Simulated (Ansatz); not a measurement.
# How much does the functional matter for the cell of Cu3N?

The starting cell is an entry of the Crystallography Open Database (1938):

```yaml
crystal:
  lattice:
    - [3.80700, 0.00000, 0.00000]
    - [0.00000, 3.80700, 0.00000]
    - [0.00000, 0.00000, 3.80700]
  atoms:
    - { symbol: Cu, position: [0.50000, 0.00000, 0.00000] }
    - { symbol: Cu, position: [0.00000, 0.50000, 0.00000] }
    - { symbol: Cu, position: [0.00000, 0.00000, 0.50000] }
    - { symbol: N, position: [0.00000, 0.00000, 0.00000] }
```

Atoms and cell were relaxed at zero pressure with plane-wave PAW DFT (Ansatz 0.2.0; one set of PAW datasets, made under PBE, for all functionals; 420 eV, r2SCAN 500 eV; 8×8×8 Γ-centred mesh, fermi-dirac occupations of width 0.100 eV; no spin polarisation, no spin-orbit coupling, no dispersion correction), keeping the symmetry (Pm-3m, No. 221).

Question: How do the functionals compare with each other and with the entry?

Answer: The relaxed conventional cells:

```
functional  a (Å)  volume (Å³/atom)  formation energy (eV/atom)
       LDA  3.719             12.86                       0.203
    PBEsol  3.764             13.34                       0.282
       PBE  3.827             14.01                       0.304
    r2SCAN  3.785             13.56                       0.236
 the entry  3.807             13.79                           –
```

LDA gives the smallest volume and PBE the largest, 9.0 % more, the usual order, since LDA overbinds and PBE's gradient terms loosen the lattice. Against the entry's volume: LDA -6.8 %, PBEsol -3.3 %, PBE +1.6 %, r2SCAN -1.7 %. No verdict is drawn from this: the entry is old or was flagged in a check, so the entry may be off as well as the functionals. The formation energies span 0.10 eV an atom, lowest under LDA.

Caveats: each relaxation keeps the start's symmetry, so a distorted cell may lie lower; computed cells are at 0 K with fixed nuclei, while the entry holds thermal expansion, often some tenths of a per cent in volume and more in soft crystals; an old entry, and the compound itself may be in doubt; all formation energies are positive, so the entry may not be the true structure of this compound; formation energies are at zero smearing against the elements' usual phases under the same functional, gases as free molecules, uncorrected.
